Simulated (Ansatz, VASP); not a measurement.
## One calculation of Zn, two programs

The input INCAR:

```
PREC = Accurate
ENCUT = 520
EDIFF = 1E-7
ISMEAR = -1
SIGMA = 0.05
LREAL = F
LASPH = T
NELM = 60
ALGO = Normal
ISIF = 2
LWAVE = F
LCHARG = F
LDIPOL = T
IDIPOL = 3
DIPOL = 0.5 0.5 0.500
GGA = PE
EFIELD = 0
LVHAR = T
LVACPOTAV = T
```

The input KPOINTS:

```
Automatic mesh
0
Gamma
  12 12 1
```

The input POSCAR:

```
Zn
1.0
    2.6169740200      0.0000000000      0.0000000000
   -1.3084870100      2.2681701736      0.0000000000
    0.0000000000      0.0000000000     27.1587934876
Zn
6
Direct
    0.3393536486      0.6787072973      0.2761536518
    0.0115275509      0.0230551018      0.3651252919
    0.3508811995      0.7017623991      0.4550417640
    0.6902348482      0.3804696963      0.5449582360
    0.3624087504      0.7248175009      0.6339298761
    0.7017623991      0.4035247981      0.7238463482
```

input.yaml

```yaml
crystal:
  lattice:
    - [2.61697402, 0.0, 0.0]
    - [-1.30848701, 2.2681701736, 0.0]
    - [0.0, 0.0, 27.1587934876]
  atoms:
    - { symbol: Zn, position: [0.3393536486, 0.6787072973, 0.2761536518] }
    - { symbol: Zn, position: [0.0115275509, 0.0230551018, 0.3651252919] }
    - { symbol: Zn, position: [0.3508811995, 0.7017623991, 0.455041764] }
    - { symbol: Zn, position: [0.6902348482, 0.3804696963, 0.544958236] }
    - { symbol: Zn, position: [0.3624087504, 0.7248175009, 0.6339298761] }
    - { symbol: Zn, position: [0.7017623991, 0.4035247981, 0.7238463482] }
hamiltonian:
  xc: pbe
  pseudopotentials: { kind: paw }
kpoints:
  mp_grid: { grid: [12, 12, 1] }
scf:
  occupations: { method: fermi_dirac, width: 0.05 }
output:
  forces: true
  eigenvalues: true
  write_density: true
  write_potential: true
  elf: true
  volumetric_format: npy
efield:
  axis: 3
  dipole_correction: true
  ramp_width: 0.04
```

The slab is cut from a database's or a generator's crystal, which needn't be the stable form of the element.

Alike in both runs: functional PBE; k mesh 12 × 12 × 1; occupations fermi-dirac, width 0.05 eV; no spin polarisation.

|  | VASP | Ansatz |
| --- | --- | --- |
| version | VASP 6.6.1 | Ansatz 0.2.0 |
| potentials or method | VASP PAW PBE potentials, release 64 (Zn) | Ansatz PAW |
| plane-wave cutoff (eV) | 520 | 420 |
| valence electrons in the cell | 72 | 72 |
| task | work function | single point |

```csv
,VASP,Ansatz,Ansatz less VASP
gap on the k mesh at the Fermi level (eV),none,none,-
rms of the force components (eV/Å),0.065,0.061,-0.0035
"work function, face that differs most (eV)",4.06,4.06,+0.002
```

Atom by atom the forces differ by 0.004 eV/Å (rms over components). A gap of «none» marks a metal or a gap that the smearing closes. The functional is the same, so the differences come from potentials, cutoffs and numerics.
